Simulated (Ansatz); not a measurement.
**BaS: stationary points along a deformation path**

All numbers below come from DFT r2SCAN, scalar-relativistic, plane waves, PAW in Ansatz. The runs took a 500 eV cutoff, a Γ-centred 8×8×8 mesh and Gaussian smearing (0.05 eV). Spin–orbit coupling is left out, which matters for the heavy elements here. No spin polarisation. Energies are free energies at this smearing, counted from the undisturbed cell; pressure is positive in compression.

Reference structure (as given, not relaxed at this level; it stands at 0.8 GPa):

```
Ba S
1.0
     0.00000    3.19375    3.19375
     3.19375    0.00000    3.19375
     3.19375    3.19375    0.00000
Ba S
1 1
Cartesian
  0.0000 0.0000 0.0000
  3.1938 3.1938 3.1938
```

At fixed volume and fractional coordinates, lengths along (0.000, 0.000, 1.000) are scaled against those across it; ρ is that ratio over its starting value. V = 32.576 Å³/atom. Δσ is the stress along the axis less the mean stress across it (compression positive).

| ρ | ΔE (meV/atom) | Δσ (GPa) | space group |
| --- | --- | --- | --- |
| 0.707 | 1238.4 | 68.08 | I4/mmm |
| 0.780 | 536.2 | 38.67 | I4/mmm |
| 0.850 | 198.7 | 20.39 | I4/mmm |
| 1.000 | 0.0 | 0.00 | Fm-3m |
| 1.200 | 171.7 | -13.30 | I4/mmm |
| 1.300 | 346.3 | -18.97 | I4/mmm |
| 1.414 | 600.2 | -25.78 | I4/mmm |

Q: How does the stress give the slope of the energy, and where is the energy stationary?

A: Along the path d ln(length) is 2/3 d ln ρ on the axis and −1/3 d ln ρ across it, so dE/d ln ρ = −(2/3) V Δσ: the energy falls with ρ where Δσ is positive. Δσ vanishes or changes sign at ρ = 1.000 (Fm-3m), a minimum at 0.0 meV/atom. Pairs of stationary points between two samples would go unseen, and could change a minimum read from distant neighbours into a maximum. At ρ = 1.000 the cell is cubic, where symmetry alone makes the stress isotropic and the slope zero.

The gap closes along the scan, which can put kinks into the curve.